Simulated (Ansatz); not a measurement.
Density of states of AgBr (Fm-3m, a = 5.785 Å, b = 5.785 Å, c = 5.785 Å, α = 90.00°, β = 90.00°, γ = 90.00°), in states per eV and primitive cell, averaged over bins of 0.4 eV. Theory: DFT r2SCAN, scalar-relativistic, plane waves, PAW (Ansatz 0.2.0).

Settings: cutoff 500 eV, Γ-centred mesh 8×8×8 on the computed 2-atom cell, Gaussian smearing of 0.02 eV; no spin polarisation.

The cell is relaxed at this level. The states (both spins) are summed by tetrahedra on a 12×12×12 mesh at the self-consistent density. Energies are bin centres; the table starts no lower than −8 eV and ends at 6 eV, or lower where the solved bands end.

The gap is 1.29 eV at this level, with the zero inside it.

```csv
E − E_F (eV),total,Ag 4d,Br 4p,Ag 5s,Br 4s
-5.55,0.82,0.14,0.53,0.15,0.00
-5.15,2.80,0.62,1.82,0.34,0.01
-4.75,4.54,1.91,2.51,0.08,0.01
-4.35,4.20,1.96,2.18,0.03,0.01
-3.95,2.18,1.18,0.97,0.01,0.00
-3.55,0.86,0.65,0.20,0.00,0.00
-3.15,9.63,9.40,0.19,0.01,0.02
-2.75,5.87,4.54,1.08,0.18,0.04
-2.35,2.50,1.39,1.02,0.04,0.02
-1.95,2.07,1.04,0.94,0.05,0.02
-1.55,1.85,0.85,0.93,0.03,0.01
-1.15,1.74,0.76,0.95,0.01,0.01
-0.75,0.93,0.39,0.53,0.00,0.00
-0.35,0.00,0.00,0.00,0.00,0.00
0.05,0.00,0.00,0.00,0.00,0.00
0.45,0.00,0.00,0.00,0.00,0.00
0.85,0.01,0.00,0.00,0.01,0.00
1.25,0.03,0.00,0.00,0.02,0.01
1.65,0.09,0.00,0.01,0.07,0.01
2.05,0.24,0.00,0.02,0.19,0.02
2.45,0.38,0.00,0.05,0.28,0.02
2.85,0.57,0.01,0.09,0.40,0.03
3.25,0.85,0.01,0.15,0.57,0.04
3.65,1.10,0.01,0.18,0.68,0.03
4.05,1.09,0.01,0.15,0.53,0.02
4.45,0.62,0.00,0.08,0.26,0.01
4.85,0.01,0.00,0.00,0.01,0.00
5.25,0.68,0.00,0.05,0.15,0.00
5.65,0.88,0.00,0.05,0.11,0.00
```

The columns after the total are the Löwdin projections on the occupied valence shells of the potentials. The rest of the total lies in shells that are empty in the free atom, which aren't projected, and between the atoms.

Cost: 1 run of about 0.32 core-minutes, on Arm Neoverse V2 (shared hosts).